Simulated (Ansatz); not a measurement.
**Calculated quadrupolar parameters for InSb under strain**

The cell is a structure deposited in the COD, relaxed with PBE at fixed cell and then changed (z stretched by 2 %, ions relaxed).

```yaml
crystal:
  lattice:
    - [0.00000, 3.23910, 3.30388]
    - [3.23910, 0.00000, 3.30388]
    - [3.23910, 3.23910, 0.00000]
  atoms:
    - { symbol: In, position: [0.00000, 0.00000, 0.00000] }
    - { symbol: Sb, position: [0.75000, 0.75000, 0.75000] }
```

Sites (sets of like atoms) are named by element and the number of their first atom in this list.

Method: Kohn–Sham DFT in Ansatz, PBE, plane waves and PAW, scalar-relativistic, 420 eV cutoff, Γ-centred 12×12×12 k-points, Fermi–Dirac smearing 0.05 eV.

V_zz is the principal component of the electric field gradient with the largest magnitude, η = (V_xx − V_yy)/V_zz and C_Q = eQV_zz/h.

In-115: I = 9/2, Q = 772.0 mb; ¹²³Sb: I = 7/2, Q = -692.0 mb. Nuclear quadrupole moments: year-2017 set (Pyykkö).

(1) Which values are expected at the nuclei?

## Answers

(1) 

```tsv
site	atoms (order as listed)	first shell	V_xx, V_yy, V_zz (10²¹ V/m²)	η	C_Q (MHz)
In	1	4 Sb at 2.82 Å	0.29, 0.29, -0.58	0.00	-10.8
Sb	2	4 In at 2.82 Å	-0.29, -0.29, 0.58	0.00	-9.63
```

An axis of threefold or higher order runs through In and Sb, so V_zz lies along it and η is zero.

The run finds no gap above 0.1 eV (a metal, or nearly one), so the gradients can move by 10 % or more with the k-mesh. Without spin–orbit coupling (the program notes it for In and Sb) the gradients can shift somewhat, as the gap is small. With these PAW files V_zz is typically within 2 to 3 % of all-electron values, but misses above 10 % occur on Sb. Semilocal functionals make gaps too small and can close them, so the real compound need not be a metal.
